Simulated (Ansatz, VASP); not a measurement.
## Two plane-wave programs on C

File INCAR:

```
SYSTEM = C
PREC = Accurate ; ENCUT = 520
EDIFF = 1E-7 ; ISMEAR = 0
SIGMA = 0.05 ; LREAL = .FALSE.
LASPH = .TRUE. ; NELM = 100
ALGO = Normal ; ISIF = 2
LWAVE = .FALSE. ; LCHARG = .TRUE.
GGA = CA ; LELF = .TRUE.
LVHAR = .TRUE. ; NBANDS = 11
```

The input KPOINTS:

```
regular mesh
0
G
  12 12 12
  0 0 0
```

POSCAR

```
C
1.0
    1.1666250292      0.6735512746      3.1796602974
   -1.1666250292      0.6735512746      3.1796602974
    0.0000000000     -1.3471025493      3.1796602974
C
2
Direct
    0.1640000000      0.1640000000      0.1640000000
    0.8360000000      0.8360000000      0.8360000000
```

Input for Ansatz:

```yaml
crystal:
  lattice:
    - [1.1666250292, 0.6735512746, 3.1796602974]
    - [-1.1666250292, 0.6735512746, 3.1796602974]
    - [0.0, -1.3471025493, 3.1796602974]
  atoms:
    - { symbol: C, position: [0.164, 0.164, 0.164] }
    - { symbol: C, position: [0.836, 0.836, 0.836] }
basis:
  ecutwfc: 420
kpoints:
  mp_grid: { grid: [12, 12, 12] }
hamiltonian:
  xc: lda
scf:
  occupations: { method: gaussian, width: 0.05 }
output:
  forces: true
  stress: true
  eigenvalues: true
```

Change from the starting cell: strain -0.050 along x and y, -0.050 along z, atoms carried along.

Alike in both runs: task single point; functional LDA; k mesh 12 × 12 × 12; occupations gaussian, width 0.05 eV; no spin polarisation.

```csv
,VASP,Ansatz
version,VASP 6.6.1,Ansatz 0.2.0
potentials or method,"VASP PAW LDA potentials, release 64 (C)","scalar-relativistic, plane waves, PAW"
plane-wave cutoff (eV),520,420
valence electrons in the cell,8,8
```

```csv
,VASP,Ansatz,Ansatz less VASP
gap on the k mesh at the Fermi level (eV),0.96,0.96,-0.002
least direct gap on the mesh (eV),0.96,0.96,-0.002
pressure (GPa),52.8,52.0,-0.85
largest component of the traceless stress (GPa),52.30,51.31,-0.986
rms of the force components (eV/Å),0.444,0.447,+0.0029
```

Atom by atom the forces differ by 0.003 eV/Å (rms over components).

Caveats: so large a pressure means that the cell lies far from this level's equilibrium, or that cutoff or potentials fall short (VASP).
